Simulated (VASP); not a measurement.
# CdSe (F-43m) in VASP: further runs

One crystal, CdSe, is run at these levels: r2SCAN, r2SCAN+rVV10; tasks: relaxation of cell and atoms.

All numbers are computed with VASP 6.6.1; they aren't measurements. Logs are shortened: lines on timing, memory, paths and dates and some standing lists are left out, and cuts for length are marked.

### 1 Starting point

The structure is cubic, space group F-43m (No. 216). Conventional cell: a = 6.141 Å, b = 6.141 Å, c = 6.141 Å, α = 90.00°, β = 90.00°, γ = 90.00°. Cd (site symmetry -43m) has 4 Se at 2.66 Å as nearest neighbours. Se (site symmetry -43m) has 4 Cd at 2.66 Å as nearest neighbours.

Measurements of this composition are mostly on another form, of space group No. 186.

### 2 Relaxation of cell and atoms, r2SCAN

INCAR

```
ALGO = Normal
EDIFF = 1E-7
EDIFFG = -0.005
ENCUT = 600
IBRION = 2
ISIF = 3
ISMEAR = 0
LASPH = T
LCHARG = F
LMIXTAU = T
LREAL = F
LWAVE = F
METAGGA = R2SCAN
NELM = 60
NSW = 90
PREC = Accurate
SIGMA = 0.02
```

KPOINTS

```
k-points
0
Gamma
  10 10 10
```

POSCAR

```
CdSe
1.0
    0.0000000000      3.0702712000      3.0702712000
    3.0702712000      0.0000000000      3.0702712000
    3.0702712000      3.0702712000      0.0000000000
Cd Se
1 1
Direct
    0.0000000000      0.0000000000      0.0000000000
    0.2500000000      0.2500000000      0.2500000000
```

Potentials or basis: VASP PAW PBE potentials, release 64 (Cd, Se).

On the command line:

```
$ cat potpaw_PBE.64/Cd/POTCAR potpaw_PBE.64/Se/POTCAR > POTCAR
$ mpirun -np 1 vasp_std > vasp.out
```

OUTCAR:

```text
EDIFF = 1E-7
   EDIFFG = -0.005
   ENCUT = 600
   IBRION = 2
   ISIF = 3
   ISMEAR = 0
   LASPH = T
   LREAL = F
   METAGGA = R2SCAN
   NELM = 60
   NSW = 90
   PREC = Accurate

 ion  position               nearest neighbor table
   1  0.000  0.000  0.000-   2 2.66   2 2.66   2 2.66   2 2.66
   2  0.250  0.250  0.250-   1 2.66   1 2.66   1 2.66   1 2.66

  LATTYP: Found a face centered cubic cell.
 ALAT       =     6.1405424000

  Lattice vectors:

 A1 = (   0.0000000000,   3.0702712000,   3.0702712000)
 A2 = (   3.0702712000,   0.0000000000,   3.0702712000)
 A3 = (   3.0702712000,   3.0702712000,   0.0000000000)

Analysis of symmetry for initial positions (statically):
=====================================================================
 Subroutine PRICEL returns:
 Original cell was already a primitive cell.

 Routine SETGRP: Setting up the symmetry group for a
 face centered cubic supercell.

 Subroutine GETGRP returns: Found 24 space group operations
 (whereof 24 operations were pure point group operations)
 out of a pool of 48 trial point group operations.

The static configuration has the point symmetry T_d .

Analysis of symmetry for dynamics (positions and initial velocities):
=====================================================================
 Subroutine PRICEL returns:
 Original cell was already a primitive cell.

 Routine SETGRP: Setting up the symmetry group for a
 face centered cubic supercell.

 Subroutine GETGRP returns: Found 24 space group operations
 (whereof 24 operations were pure point group operations)
 out of a pool of 48 trial point group operations.

The dynamic configuration has the point symmetry T_d .

 Subroutine INISYM returns: Found 24 space group operations
 (whereof 24 operations are pure point group operations),
 and found     1 'primitive' translations

----------------------------------------------------------------------------------------

                                     Primitive cell

  volume of cell :      57.8842

  direct lattice vectors                    reciprocal lattice vectors
     0.000000000  3.070271200  3.070271200    -0.162852063  0.162852063  0.162852063
     3.070271200  0.000000000  3.070271200     0.162852063 -0.162852063  0.162852063
     3.070271200  3.070271200  0.000000000     0.162852063  0.162852063 -0.162852063

  length of vectors
     4.342019171  4.342019171  4.342019171     0.282068048  0.282068048  0.282068048

  position of ions in fractional coordinates (direct lattice)
     0.000000000  0.000000000  0.000000000
     0.250000000  0.250000000  0.250000000

  ion indices of the primitive-cell ions
   primitive index   ion index
                 1           1
                 2           2

----------------------------------------------------------------------------------------

 KPOINTS: k-points

Automatic generation of k-mesh.
 Grid dimensions read from file:
 generate k-points for:   10   10   10

 Generating k-lattice:

  Cartesian coordinates                     Fractional coordinates (reciprocal lattice)
    -0.016285206  0.016285206  0.016285206     0.100000000  0.000000000  0.000000000
     0.016285206 -0.016285206  0.016285206     0.000000000  0.100000000  0.000000000
     0.016285206  0.016285206 -0.016285206     0.000000000  0.000000000  0.100000000

  Length of vectors
     0.028206805  0.028206805  0.028206805

  Shift w.r.t. Gamma in fractional coordinates (k-lattice)
     0.000000000  0.000000000  0.000000000

 Subroutine IBZKPT returns following result:
 ===========================================

 Found     47 irreducible k-points:

 Following reciprocal coordinates:
            Coordinates               Weight
  0.000000  0.000000  0.000000      1.000000
  0.100000  0.000000  0.000000      8.000000
  0.200000  0.000000  0.000000      8.000000
  0.300000  0.000000  0.000000      8.000000
  0.400000  0.000000  0.000000      8.000000
  0.500000  0.000000  0.000000      4.000000
[... 16 lines left out ...]
  0.300000  0.300000  0.000000      6.000000
  0.400000  0.300000  0.000000     24.000000
 [... further k-points ...]
   k-points           NKPTS =     47   k-points in BZ     NKDIM =     47   number of bands    NBANDS=     13
   number of dos      NEDOS =    301   number of ions     NIONS =      2
   total plane-waves  NPLWV =  46656
   dimension x,y,z NGX =    36 NGY =   36 NGZ =   36
   dimension x,y,z NGXF=    72 NGYF=   72 NGZF=   72
   ions per type =               1   1
   NGX,Y,Z   is equivalent  to a cutoff of  13.78, 13.78, 13.78 a.u.
   NGXF,Y,Z  is equivalent  to a cutoff of  27.57, 27.57, 27.57 a.u.
 SYSTEM =  unknown system
   PREC   = accura    normal or accurate (medium, high low for compatibility)
   ISTART =      0    job   : 0-new  1-cont  2-samecut
   ICHARG =      2    charge: 1-file 2-atom 10-const
   ISPIN  =      1    spin polarized calculation?
   LNONCOLLINEAR =      F non collinear calculations
   LSORBIT =      F    spin-orbit coupling
   LASPH  =      T    aspherical Exc in radial PAW
   ENCUT  =  600.0 eV  44.10 Ry    6.64 a.u.   8.67  8.67  8.67*2*pi/ulx,y,z
   NELM   =     60;   NELMIN=  2; NELMDL= -5     # of ELM steps
   EDIFF  = 0.1E-06   stopping-criterion for ELM
   LREAL  =      F    real-space projection
   EDIFFG = -.5E-02   stopping-criterion for IOM
   NSW    =     90    number of steps for IOM
   IBRION =      2    ionic relax: 0-MD 1-quasi-New 2-CG
   NFREE  =      1    steps in history (QN), initial steepest desc. (CG)
   ISIF   =      3    stress and relaxation
   ISYM   =      2    0-nonsym 1-usesym 2-fastsym
   POTIM  = 0.5000    time-step for ionic-motion
   TEBEG  =    0.0;   TEEND  =   0.0 temperature during run
   PSTRESS=    0.0 pullay stress
   NELECT =      18.0000    total number of electrons
   NUPDOWN=      -1.0000    fix difference up-down
   EMIN   =  10.00;   EMAX   =-10.00  energy-range for DOS
   EFERMI =   0.00;   METHOD = LEGACY
   ISMEAR =     0;   SIGMA  =   0.02  broadening in eV -4-tet -1-fermi 0-gaus
   EFERMI_NEDOS =   21; number of points for ismear=-14 and -15
   IALGO  =     38    algorithm
   IMIX   =      4    mixing-type and parameters
     AMIX     =   0.40;   BMIX     =  1.00
     AMIX_MAG =   1.60;   BMIX_MAG =  1.00
  volume/ion in A,a.u.               =      28.94       195.31
  Fermi-wavevector in a.u.,A,eV,Ry     =   1.109121  2.095935 16.737199  1.230149
  Thomas-Fermi vector in A             =   2.245657
   LORBIT       =      0    0 simple, 1 ext, 2 COOP (PROOUT), +10 PAW based schemes
   METAGGA = R2SCAN    functional components
   LHFCALC =     F    Hartree Fock is set to
   AEXX    =    0.0000 exact exchange contribution
   IVDW    =     0    specifies the selected vdW correction
   LEPSILON=     F    determine dielectric tensor
   LRPA    =     F    only Hartree local field effects (RPA)
 conjugate gradient relaxation of ions
 non-spin polarized calculation
 Gauss-broadening in eV      SIGMA  =   0.02
  energy-cutoff  :      600.00
  volume of cell :       57.88
 maximum number of plane-waves:      1964
   NGX = 17   NGY = 17   NGZ = 17

 number of electron      17.9999997 magnetization

 Free energy of the ion-electron system (eV)
  ---------------------------------------------------
  ext. energy  EPLUGINS =         0.00000000
  ---------------------------------------------------
  free energy    TOTEN  =       -35.91677952 eV

  energy without entropy =      -35.91677952  energy(sigma->0) =      -35.91677952

 E-fermi :   0.5208     XC(G=0):  -9.2916

 val. band max:        0.4189056434   @ k =   0.0000   0.0000   0.0000
 cond. band min:       1.4409583467   @ k =   0.0000   0.0000   0.0000
 fundamental gap:      1.0220527033
 Fermi energy:         0.5207653831

 k-point     1 :       0.0000    0.0000    0.0000
  band No.  band energies     occupation
      1     -12.4391      2.00000
      2      -7.6564      2.00000
      3      -7.6564      2.00000
      4      -7.6564      2.00000
      5      -7.2866      2.00000
      6      -7.2866      2.00000
      7       0.4189      2.00000
      8       0.4189      2.00000
      9       0.4189      2.00000
     10       1.4410      0.00000
     11       6.8913      0.00000
     12       6.8913      0.00000
     13       6.8913      0.00000

 k-point     2 :       0.1000    0.0000    0.0000
  band No.  band energies     occupation
      1     -12.4057      2.00000
      2      -7.6455      2.00000
      3      -7.6455      2.00000
      4      -7.6247      2.00000
      5      -7.2871      2.00000
      6      -7.2871      2.00000
      7      -0.3965      2.00000
      8       0.3407      2.00000
      9       0.3407      2.00000
     10       2.1410      0.00000
     11       6.6930      0.00000
     12       7.0258      0.00000
     13       7.0258      0.00000

 k-point     3 :       0.2000    0.0000    0.0000
  band No.  band energies     occupation
      1     -12.3176      2.00000
      2      -7.6184      2.00000
      3      -7.6184      2.00000
      4      -7.5220      2.00000
      5      -7.2865      2.00000
      6      -7.2865      2.00000
      7      -1.5717      2.00000
      8       0.1477      2.00000
      9       0.1477      2.00000
     10       2.8973      0.00000
     11       6.6108      0.00000
     12       7.2962      0.00000
     13       7.2962      0.00000

 k-point     4 :       0.3000    0.0000    0.0000
  band No.  band energies     occupation
      1     -12.2077      2.00000
      2      -7.5889      2.00000
      3      -7.5889      2.00000
      4      -7.3403      2.00000
      5      -7.2803      2.00000
      6      -7.2803      2.00000
      7      -2.6705      2.00000
      8      -0.0720      2.00000
      9      -0.0720      2.00000
     10       3.2201      0.00000
     11       7.1040      0.00000
     12       7.4254      0.00000
     13       7.4254      0.00000

 k-point     5 :       0.4000    0.0000    0.0000
  band No.  band energies     occupation
      1     -12.1181      2.00000
      2      -7.5695      2.00000
      3      -7.5695      2.00000
      4      -7.2700      2.00000
      5      -7.2700      2.00000
      6      -7.1186      2.00000
      7      -3.5063      2.00000
      8      -0.2378      2.00000
      9      -0.2378      2.00000
     10       3.2550      0.00000
     11       7.3796      0.00000
     12       7.3796      0.00000
     13       7.8360      0.00000
[... 257 lines left out ...]
 k-point    22 :      -0.2000    0.2000    0.0000
  band No.  band energies     occupation
      1     -12.1706      2.00000
      2      -7.5730      2.00000
      3      -7.5564      2.00000
      4      -7.3409      2.00000
      5      -7.2992      2.00000
      6      -7.2287      2.00000
      7      -2.5712      2.00000
      8      -1.0520      2.00000
      9      -0.0495      2.00000
     10       4.1209      0.00000
     11       6.5790      0.00000
     12       7.1164      0.00000
     13       7.6881      0.00000

 k-point    23 :       0.3000    0.3000    0.0000
  band No.  band energies     occupation
      1     -12.1329      2.00000
      2      -7.4991      2.00000
      3      -7.4991      2.00000
      4      -7.4520      2.00000
      5      -7.2503      2.00000
      6      -7.2400      2.00000
      7      -2.5018      2.00000
      8      -0.8311      2.00000
      9      -0.8311      2.00000
     10       4.3006      0.00000
     11       4.7731      0.00000
     12       8.6600      0.00000
     13       9.1943      0.00000

 k-point    24 :       0.4000    0.3000    0.0000
  band No.  band energies     occupation
      1     -12.0632      2.00000
      2      -7.4889      2.00000
      3      -7.4676      2.00000
      4      -7.4105      2.00000
      5      -7.2446      2.00000
      6      -7.1218      2.00000
      7      -2.9779      2.00000
      8      -1.1658      2.00000
      9      -1.0105      2.00000
     10       4.3945      0.00000
     11       4.8726      0.00000
     12       8.4283      0.00000
     13       9.5553      0.00000

 [... further k-points ...]

------------------------ aborting loop because EDIFF is reached ----------------------------------------

  FORCE on cell =-STRESS in cart. coord.  units (eV):
  Direction    XX          YY          ZZ          XY          YZ          ZX
  --------------------------------------------------------------------------------------
  -------------------------------------------------------------------------------------
  Total        0.0041695      0.0041695      0.0041695      0.0000000      0.0000000     -0.0000000
  in kB        0.1154082      0.1154082      0.1154082      0.0000000      0.0000000     -0.0000000
  external PRESSURE =       0.1154082 kB  Pullay stress =       0.0000000 kB

 VOLUME and BASIS-vectors are now :
 -----------------------------------------------------------------------------
  energy-cutoff  :      600.00
  volume of cell :       57.88
      direct lattice vectors                 reciprocal lattice vectors
     0.000000000  3.070271200  3.070271200    -0.162852063  0.162852063  0.162852063
     3.070271200  0.000000000  3.070271200     0.162852063 -0.162852063  0.162852063
     3.070271200  3.070271200  0.000000000     0.162852063  0.162852063 -0.162852063

 POSITION                                       TOTAL-FORCE (eV/Angst)
 -----------------------------------------------------------------------------------
      0.00000      0.00000      0.00000         0.000000      0.000000     -0.000000
      1.53514      1.53514      1.53514        -0.000000     -0.000000      0.000000
 -----------------------------------------------------------------------------------
    total drift:                               -0.000001     -0.000001     -0.000001

  FREE ENERGIE OF THE ION-ELECTRON SYSTEM (eV)
  ---------------------------------------------------
  free  energy   TOTEN  =       -35.9167795163 eV

  energy  without entropy=      -35.9167795163  energy(sigma->0) =      -35.91677952

 reached required accuracy - stopping structural energy minimisation
```

Wall time 2.1 min (1 thread of AMD EPYC 9R45 (Zen 5), shared host); peak memory 0.21 GiB.

Results:

```yaml
Free_energy: -35.9168 eV
Pressure_after_relaxing: 0.0 GPa
Band_gap_on_the_k_mesh: 1.02 eV, direct
```

Final structure:
```
Cd Se
1.0
     0.00000    3.07027    3.07027
     3.07027    0.00000    3.07027
     3.07027    3.07027    0.00000
Cd Se
1 1
Direct
  0.00000 0.00000 0.00000
  0.25000 0.25000 0.25000
```

Caveat: the relaxation stopped at its first step, so nothing moved; the PAW data sets were made with another functional, which shifts forces and pressure a little. r2SCAN opens gaps a little over a GGA but as a rule still falls short of measured ones.

### 3 Relaxation of cell and atoms, r2SCAN+rVV10

Changes to INCAR since step 2:

```diff
@@ -1,2 +1,4 @@
 ALGO = Normal
+BPARAM = 11.95
+CPARAM = 0.0093
 EDIFF = 1E-7
@@ -7,2 +9,3 @@
 ISMEAR = 0
+IVDW_NL = 2
 LASPH = T
@@ -11,2 +14,3 @@
 LREAL = F
+LUSE_VDW = T
 LWAVE = F
```

KPOINTS is that of step 2.

POSCAR is that of step 2.

Potentials or basis: VASP PAW PBE potentials, release 64 (Cd, Se).

On the command line:

```
$ cat potpaw_PBE.64/Cd/POTCAR potpaw_PBE.64/Se/POTCAR > POTCAR
$ mpirun -np 1 vasp_std > vasp.out
```

Run time: 6.8 min. Hardware: 1 thread of AMD EPYC 9R45 (Zen 5), shared host; peak memory 0.4 GiB.

It converged, with:

```
Free energy                            : -35.3234 eV
Relaxed volume                         : 28.56 Å³/atom
Relaxed cell                           : a = 4.323 Å, b = 4.323 Å, c = 4.323 Å, α = 60.00°, β = 60.00°, γ = 60.00°
Space group after relaxing (to 0.05 Å) : F-43m (No. 216)
Energy gained by relaxing              : 0.8 meV/atom
Ionic steps                            : 3
Pressure after relaxing                : 0.0 GPa
Band gap on the k mesh                 : 1.00 eV, direct
```

Step by step:
```tsv
step	energy change (eV)	largest force (eV/Å)	pressure (GPa)	volume (Å³)
1	0.0000	0.0000	-0.69	57.88
2	-0.0015	0.0000	0.27	56.84
3	-0.0017	0.0000	0.00	57.12
```

Final structure:
```
Cd Se
1.0
     0.00000    3.05668    3.05668
     3.05668    0.00000    3.05668
     3.05668    3.05668    0.00000
Cd Se
1 1
Direct
  0.00000 0.00000 0.00000
  0.25000 0.25000 0.25000
```

Levels at points of the mesh, in eV from the valence-band top:
| k point | band 6 | band 7 | band 8 | band 9 | band 10 | band 11 | band 12 | band 13 |
| --- | --- | --- | --- | --- | --- | --- | --- | --- |
| (0.00, 0.00, 0.00) | -7.72 | 0.00 | 0.00 | 0.00 | 1.00 | 6.45 | 6.45 | 6.45 |
| (0.50, 0.00, 0.00) | -7.42 | -4.36 | -0.74 | -0.74 | 2.80 | 6.89 | 6.89 | 7.68 |
| (0.50, 0.50, 0.00) | -7.36 | -4.03 | -1.84 | -1.84 | 3.40 | 4.11 | 9.54 | 10.83 |

Caveat: the PAW data sets were made with another functional, which shifts forces and pressure a little. r2SCAN opens gaps a little over a GGA but as a rule still falls short of measured ones.
